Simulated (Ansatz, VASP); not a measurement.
Al: VASP beside Ansatz

```
Al
1.0
     2.82845    0.00000    0.00000
    -1.41422    2.44951    0.00000
     0.00000    0.00000    4.60083
Al
2
Cartesian
  0.0000 1.6330 1.1502
  1.4142 0.8165 3.4506
```

This isn't the form of Al at room conditions, which is fcc.

Alike in both runs: functional LDA; k mesh 18 × 18 × 10; occupations gaussian, width 0.1 eV; no spin polarisation.

Ansatz relaxed the structure, and its values are those at the end. VASP's run is a single point on that final structure, the one shown.

```csv
,VASP,Ansatz
version,VASP 6.6.1,Ansatz 0.2.0
potentials or method,"VASP PAW LDA potentials, release 64 (Al)","scalar-relativistic, plane waves, PAW"
plane-wave cutoff (eV),520,420
valence electrons in the cell,6,6
```

Ansatz gave:

| Quantity | Value |
| --- | --- |
| gap on the k mesh at the Fermi level (eV) | none |
| pressure (GPa) | 0.0 |

Q: Estimate VASP's values.

A: gap on the k mesh at the Fermi level (eV): none; pressure (GPa): 0.1.

A gap of «none» marks a metal or a gap that the smearing closes.
